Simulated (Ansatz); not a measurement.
Structure optimisation: tellurium, beta-Sn type

These are results of DFT, revPBE, plane waves (420 eV) with PAW, scalar-relativistic (Ansatz), not measurements. The PAW files were generated under PBE, with cores re-solved for the functional.

k-point mesh 11×11×8, Fermi-Dirac smearing 0.1 eV, no spin polarisation. Cell and atoms relax.

Starting structure:

```xyz
2
Lattice="-3.0267 3.0267 1.6526 3.0267 -3.0267 1.6526 3.0267 3.0267 -1.6526" Properties=species:S:1:pos:R:3 pbc="T T T"
Te    0.0000    0.0000    0.0000
Te    0.0000    3.0267    0.8263
```

Q: What cell does the relaxation end in?

A: C2/c with a = 3.206 Å, b = 13.579 Å, c = 5.383 Å, β = 90.80°; 58.58 Å³ per atom against 30.28 at the start (93.5 %).

The cell has left the beta-Sn structure type; it ends in C2/c.

Q: How much energy does the relaxation gain?

A: 235.0 meV per atom.

The k-point mesh keeps fewer symmetry operations than the starting structure has, so the cell can leave it.
